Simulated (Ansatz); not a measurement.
From the elastic tensor of PtSe2 at 5 GPa (stress–strain coefficients) to moduli and sound speeds

Computed with Ansatz 0.2.0, DFT PBEsol, scalar-relativistic, plane waves, PAW. Cutoff 420 eV, 12×12×8 k-points (Γ-centred), Fermi-Dirac smearing of 0.15 eV. No spin polarisation.

It takes space group P-3m1 (No. 164, trigonal). The conventional cell has a = 3.731 Å, b = 3.731 Å, c = 4.612 Å, α = 90.00°, β = 90.00°, γ = 120.00°. Around Pt (site symmetry -3m) lie 6 Se at 2.50 Å. Se (site symmetry 3m) has 3 Pt at 2.50 Å as nearest neighbours.

In a metal, frequencies and elastic constants depend on the k mesh and the smearing, soft modes and shear constants most. Spin–orbit coupling is left out, which matters for heavy elements. A semilocal functional can close a gap that the real compound has.

Relaxed-ion constants (GPa, on the Cartesian axes of the calculation):
```
230.1  85.1  72.5 -32.5   0.0   0.0
 85.1 230.1  72.5  32.5   0.0   0.0
 72.5  72.5 109.1   0.0   0.0   0.0
-32.5  32.5   0.0  65.5   0.0   0.0
  0.0   0.0   0.0   0.0  65.5 -32.5
  0.0   0.0   0.0   0.0 -32.5  72.5
```

Density 10.541 g/cm³; 3 atoms in 55.61 Å³.

The values that follow are for a polycrystal of randomly turned grains, by Hill's mean where one number stands. In a crystal this anisotropic the Voigt and Reuss bounds lie far apart, so Hill's mean and the sound speeds and Debye temperature from it are rough.

With S = C⁻¹: B_V = (C11+C22+C33+2(C12+C13+C23))/9, G_V = (C11+C22+C33−C12−C13−C23+3(C44+C55+C66))/15, 1/B_R = S11+S22+S33+2(S12+S13+S23), 15/G_R = 4(S11+S22+S33−S12−S13−S23)+3(S44+S55+S66); Hill is their mean. Then v_l = √((B+4G/3)/ρ), v_t = √(G/ρ), v_m = [(2/v_t³+1/v_l³)/3]^(−1/3) and Θ = (ħ/k_B)·v_m·(6π²n/V)^(1/3) for n atoms in the volume V; E = 9BG/(3B+G), ν = (3B−2G)/(2(3B+G)) and A^U = 5G_V/G_R + B_V/B_R − 6.

```json
{
  "Bulk modulus, Voigt / Reuss / Hill": "114.4 / 98.1 / 106.3 GPa",
  "Shear modulus, Voigt / Reuss / Hill": "63.3 / 48.3 / 55.8 GPa",
  "Young's modulus": "142 GPa",
  "Poisson ratio": "0.277",
  "Pugh ratio B/G": "1.90",
  "Universal anisotropy index": "1.72",
  "Longitudinal and transverse sound speeds": "4140 and 2301 m/s",
  "Debye temperature from the mean sound speed": "288 K"
}
```

Cost: 1 run of about 7.3 core-minutes, on Intel Xeon Platinum 8488C (Sapphire Rapids) (shared hosts).

The stiffness is clearly layered: C11 is about twice C33, because in-plane strain works against the covalent Pt–Se network while strain along c is taken up largely by the gap between Se sheets. Under hydrostatic load the c axis therefore yields several times more than a. Yet C44, at 65.5 GPa, is close to C66, so the layers do not slide freely as in a weakly bound van der Waals solid. This suggests appreciable overlap of Se p states across the gap, enhanced by pressure. The sizeable C14 mixes basal and interlayer shear, making one combination much softer than either diagonal constant implies and helping to separate the shear bounds.

The c axis of 4.612 Å looks short even for a compressed crystal; the functional probably overbinds the layers, which would make C33 and C44 too large. The tensor is positive definite, so the lattice resists every small homogeneous strain at this pressure. The Pugh ratio should not be read as ductility, since cleavage between layers is not captured by an isotropic average.
